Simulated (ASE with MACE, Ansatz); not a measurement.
# Adsorption of TiCl4 on Mo(110): energy and structure

How much energy does the adsorption of TiCl4 on Mo(110) release or cost, and how far does that hang on the level of theory?

Calculated with Ansatz 0.2.0: Kohn-Sham DFT, PBE+D3(BJ), PAW (set soft_2), plane waves; cutoff 420 eV, fermi-dirac smearing of 0.1 eV (for the slabs). Every cell is relaxed with this functional, then solved at fixed geometry with r2SCAN+D4 and PBE+D3(BJ) on a denser mesh. Cutoffs: 420 eV for PBE+D3(BJ); 500 eV for r2SCAN+D4.

**The cells**

The cell holds 36 atoms: 36 Mo. Cell: a = 9.480 Å, b = 8.210 Å, c = 22.703 Å, α = 90.0°, β = 90.0°, γ = 54.7°. It derives from Mo (Mo(110)). The starting structure: Bcc Mo(110), 3 x 3 cells, four layers (lattice constants typed as starting values near PBE's), about 15 Å of vacuum, lower atoms held. Vacuum lies along c. 18 atoms are held.

- TiCl4 on Mo(110): one whole molecule of TiCl4 lowered over a top site, eased by MACE.

Molecules sit alone in boxes of 14 to 15 Å, at Γ at every level, with a smearing of 0.01 eV.

The input of the single point on the relaxed bare surface:

```yaml
crystal:
  lattice:
    - [9.48, 0.0, 0.0]
    - [4.74, 6.70337, 0.0]
    - [0.0, 0.0, 22.70337]
  atoms:
    - { symbol: Mo, position: [0.83333, 0.33333, 0.04405] }
    - { symbol: Mo, position: [0.16667, 0.33333, 0.04405] }
    - { symbol: Mo, position: [0.5, 0.33333, 0.04405] }
    - { symbol: Mo, position: [0.83333, 0.66667, 0.04405] }
    [... 30 atom lines left out ...]
    - { symbol: Mo, position: [0.33333, 0.66667, 0.33268] }
    - { symbol: Mo, position: [0.66667, 0.66667, 0.33268] }
kpoints:
  mp_grid: { grid: [3, 3, 1] }
hamiltonian:
  xc: pbe
  dispersion: d3bj
scf:
  occupations: { method: fermi_dirac, width: 0.1 }
output:
  forces: true
  populations: true
  dos:
    method: { smearing: { sigma: 0.08 } }
    de: 0.1
    projected:
      site_lists:
        Mo: [Mo]
        slab: [... 36 sites ...]
  eigenvalues: true
  write_density: true
  write_potential: true
  volumetric_format: npy
```

| cell | formula | k-mesh | relaxation steps | gain on relaxing (eV) | free energy, PBE+D3(BJ) (eV) | time of its runs on this page |
| --- | --- | --- | --- | --- | --- | --- |
| Mo(110) | Mo36 | 3×3×1 | 4 | 0.28 | -178413.523 | 25 s |
| TiCl4 on Mo(110) | TiMo36Cl4 | 3×3×1 | 23 | 3.02 | -185242.946 | 44 s |
| TiCl4 | TiCl4 | 1×1×1 | 3 | 0.03 | -6825.915 | 15 s |

**Reaction energies**

Products less reactants, from the free energies above and their like at the other levels, in eV; negative values release energy:

| change | PBE+D3(BJ) | r2SCAN+D4 | PBE+D3(BJ), denser mesh |
| --- | --- | --- | --- |
| adsorption of TiCl4 | -3.51 | -2.90 | -3.46 |

Worked for the first row at PBE+D3(BJ): (-185242.946) − (-178413.523) − (-6825.915) = -3.509 eV (from unrounded energies).

**What the relaxations did**

Bonds are pairs closer than 1.18 times the sum of covalent radii; a bond counts as made or broken only if it crosses from under that bound to over 1.3 times, or back. All concern the added atoms.

| cell | bonds to the surface at the end | nearest contact (Å) | made in DFT | broken in DFT | largest move (Å) |
| --- | --- | --- | --- | --- | --- |
| TiCl4 on Mo(110) | 6 Cl–Mo and 4 Mo–Ti | Cl–Mo 2.44 | 6 Cl–Mo and 4 Mo–Ti | 1 Cl–Ti | 2.90 |

**Findings**

The change releases 3.51 eV at PBE+D3(BJ). The molecule has lost 1 of its 4 bonds, so the adsorption is dissociative. At the same geometries the levels give -3.51 (PBE+D3(BJ)) to -2.90 eV (r2SCAN+D4) and the denser mesh moves it by +0.05 eV. Bonds broke during the DFT relaxation of TiCl4 on Mo(110), so its name describes the start, not the end.

Limits: These are static energies with no barriers, zero-point energy or heat. Where a gas molecule is taken up, its entropy is lost, which at room temperature and above is worth several tenths of an eV to over 1 eV a molecule and isn't counted. All slabs, the starting one too, were first eased by a machine-learned potential, and one starting arrangement a cell was relaxed; others may lie lower. Only one face is changed, and the cells carry no dipole correction. Levels with D3 or D4 differ in the size of their dispersion terms as well as in the functional. Pairwise D3 takes no account of screening in a metal. In some runs the program notes that positions were snapped to a detected symmetry and the exchange-correlation potential is rough where the density is thin.

[Logs are printed without paths, hosts, clocks, repeated set-up lines and the standing remarks that a program may print on its own settings, such as how far it seeks lower states.]

[Hosts, paths, dates, database ids (printed as entryN), source tags and the programs' standing remarks are cut or masked in the printed files.]
